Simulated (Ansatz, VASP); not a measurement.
# AlN: VASP beside Ansatz

INCAR

```
SYSTEM = AlN
  PREC = Accurate
  ENCUT = 600
  EDIFF = 1E-6
  ISMEAR = 0
  SIGMA = 0.02
  LREAL = .FALSE.
  LASPH = .TRUE.
  NELM = 80
  ALGO = Normal
  ISIF = 3
  LWAVE = .FALSE.
  LCHARG = .FALSE.
  GGA = PE
  IBRION = 2
  NSW = 100
  EDIFFG = -0.005
```

File KPOINTS:

```
regular mesh
0
G
  9 9 6
  0 0 0
```

Contents of POSCAR:

```
AlN
1.0
    3.0810000000      0.0000000000      0.0000000000
   -1.5405000000      2.6682242691      0.0000000000
    0.0000000000      0.0000000000      5.0310000000
Al N
2 2
Direct
    0.3333333333      0.6666666667      0.0000000000
    0.6666666667      0.3333333333      0.5000000000
    0.3333333333      0.6666666667      0.3820000000
    0.6666666667      0.3333333333      0.8820000000
```

Input for Ansatz:

```yaml
crystal:
  lattice:
    - [3.081, 0.0, 0.0]
    - [-1.5405, 2.6682242691, 0.0]
    - [0.0, 0.0, 5.031]
  atoms:
    - { symbol: Al, position: [0.3333333333, 0.6666666667, 0.0] }
    - { symbol: Al, position: [0.6666666667, 0.3333333333, 0.5] }
    - { symbol: "N", position: [0.3333333333, 0.6666666667, 0.382] }
    - { symbol: "N", position: [0.6666666667, 0.3333333333, 0.882] }
basis:
  ecutwfc: 420
kpoints:
  mp_grid: { grid: [9, 9, 6] }
hamiltonian:
  xc: pbe
scf:
  occupations: { method: gaussian, width: 0.02 }
output:
  forces: true
  stress: true
  eigenvalues: true
relax:
  adjacent_minimum: "off"
  f_tol: 0.005
  max_steps: 80
  cell: { stress_tol: 0.05 }
```

Alike in both runs: task relaxation of cell and atoms; functional PBE; k mesh 9 × 9 × 6; occupations gaussian, width 0.02 eV; no spin polarisation.

|  | VASP | Ansatz |
| --- | --- | --- |
| version | VASP 6.6.1 | Ansatz 0.2.0 |
| potentials or method | VASP PAW PBE potentials, release 64 (Al, N) | scalar-relativistic, plane waves, PAW |
| plane-wave cutoff (eV) | 600 | 420 |
| valence electrons in the cell | 16 | 16 |

|  | VASP | Ansatz | Ansatz less VASP |
| --- | --- | --- | --- |
| gap on the k mesh at the Fermi level, each at its own relaxed structure (eV) | 4.06 | 4.03 | -0.027 |
| relaxed volume (Å³/atom) | 10.63 | 10.65 | +0.020 |
| relaxed cell length with the largest relative difference (Å) | 3.128 | 3.130 | +0.0020 |
| energy change over the relaxation (meV/atom) | -8 | -9 | -0.7 |

Caveats: an odd mesh through Γ misses points on the zone boundary, where band edges often lie. Zero-point motion and thermal expansion aren't in these numbers. PBE usually gives volumes a little too large and moduli too small.
